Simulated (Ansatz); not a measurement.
FeO, 4 atoms in the cell. Symmetry: R-3m, No. 166, trigonal system. Conventional cell: a = 3.035 Å, b = 3.035 Å, c = 7.547 Å, α = 90.00°, β = 90.00°, γ = 120.00°. Fe (site symmetry -3m) is surrounded by 6 O at 2.16 Å. O (site symmetry -3m) has 6 Fe at 2.16 Å as nearest neighbours.  The cell isn't the ideal one: another cell of the same crystal, with 4 atoms.

| Item | Value |
| --- | --- |
| Program | Ansatz 0.2.0 |
| Task | single point |
| Functional | PBE |
| Potentials or basis | Ansatz PAW |
| Cutoff | 420 eV (not typed: the program's choice for these potentials) |
| k mesh | 7 × 7 × 7 |
| Occupations | gaussian, width 0.05 eV |
| Spin | collinear spin, antiferromagnetic start |
| Starting moments | [3.0, -3.0, 0.0, 0.0] μB |

Potentials or basis: Ansatz PAW.

Launch:

```console
$ ansatz run input.yaml --threads 2 --pin off --max-ram 5632MiB --backend cpu --events-out ev --progress --plain --runs-dir out
```

Hardware: 2 threads of Intel(R) Xeon(R) Processor @ 2.70GHz, on a shared host.

Question: How long does it take, and how much memory?

Answer: Run time: 8.4 s on 2 threads of Intel(R) Xeon(R) Processor @ 2.70GHz, with other jobs on the host, peak memory 0.43 GiB. Counts: scf iterations 13, plane waves 791, k points 44, bands 30.
